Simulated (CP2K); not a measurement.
Runs of CP2K 2026.2 on NbAs. It takes space group I4_1md (No. 109, tetragonal). Conventional cell: a = 3.452 Å, b = 3.452 Å, c = 11.680 Å, α = 90.00°, β = 90.00°, γ = 90.00°. Nb (site symmetry 2mm) is surrounded by 6 As at 2.60 to 2.63 Å. As (site symmetry 2mm) is surrounded by 6 Nb at 2.60 to 2.63 Å. 

```csv
task,level,k mesh,points a segment of the path (NPOINTS),bands added on the path,MPI ranks,cutoff of the non-local correlation (Ry),gap on the mesh (eV),pressure (GPa),largest force (eV/Å)
single point,LDA,11 × 11 × 11,-,-,-,-,0.03,-0.1,0.31
single point,PBE,11 × 11 × 11,-,-,-,-,0.03,5.2,0.31
single point,MS2,11 × 11 × 11,-,-,-,-,none,4.6,0.32
band structure,PBE,8 × 8 × 8,8,2,4,-,none,5.3,0.31
band structure,vdW-DF-cx,8 × 8 × 8,8,2,4,300,none,3.0,0.32
band structure,LDA,8 × 8 × 8,8,2,4,-,-,(a),0.31
single point,AM05,11 × 11 × 11,-,-,-,-,0.03,0.5,0.32
single point,RPBE,11 × 11 × 11,-,-,-,-,none,(b),0.31
```

Alike in all rows: potentials or basis POTENTIAL_UZH Nb GTH-PBE-q13, As GTH-PBE-q5; TZVP-MOLOPT-PBE-GTH basis; no spin polarisation; cell as given; smearing fermi-dirac 0.05 eV.

Estimate the missing entries.

(a) 0.0; (b) 6.9.

Caveats: the basis of atomic orbitals isn't converged, which shifts pressures, moduli and gaps; the potentials were made for another functional, which shifts forces and pressure (some runs); an odd mesh through Γ misses points on the zone boundary, where band edges often lie (some runs).

A k mesh can miss the band edges, and the runs leave out spin-orbit coupling on As, Nb.

A gap of «none» marks a metal or a gap under the smearing width.

Not every run made on this cell is shown here.
